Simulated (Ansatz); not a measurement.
**WSi₂ under pressure: fit and missing row**

WSi₂, I4/mmm, a = 3.202 Å, c = 7.816 Å. Ansatz: PBEsol, PAW, 420 eV, Γ-centred 18×18×18 mesh on 3 atoms, Gaussian smearing 0.10 eV; no spin polarisation. Cell and atoms are relaxed at each pressure, and no other structure is tried, so the rows at high pressure may lie past a change of phase.

```tsv
V (Å³/atom)	P (GPa)
10.554	90.03
?	50.00
12.222	24.98
12.751	11.97
13.140	3.99
13.303	1.00
13.360	0.00
13.419	-1.01
```

Q: Take V0 = 13.360 Å³/atom, fit the third-order Birch–Murnaghan form to the other rows, and predict the missing volume.

A: With the Eulerian strain f = ½[(V0/V)^(2/3) − 1] and y = P/[3f(1 + 2f)^(5/2)], the form is the line y = B0 + 1.5 B0 (B0′ − 4) f. Rows (f, y): 0.08510, 238.1; 0.03057, 234.8; 0.01580, 233.6; 0.00557, 232.3; 0.00143, 231.4; -0.00147, 230.7. Means f = 0.02283, y = 233.48; Σ(Δf)² = 0.005333, ΣΔfΔy = 0.4295; the slope is their ratio. y = 231.6 + 80.53 f GPa, so B0 = 231.6 GPa and B0′ = 4 + 2 × (80.53)/(3 × 231.6) = 4.23. P = 50.00 GPa is met at f = 0.05452 (y = 235.99), so V = V0 (1 + 2f)^(−3/2) = 11.439 Å³/atom. The run gave 11.442 Å³/atom, so the fit is 0.003 Å³/atom too low, within twice the rms miss on the fitted rows (0.002 Å³/atom).

The mesh isn't the same in all rows (18×18×18, 20×20×20). Spin–orbit coupling is left out, which can shift energies with elements as heavy as these.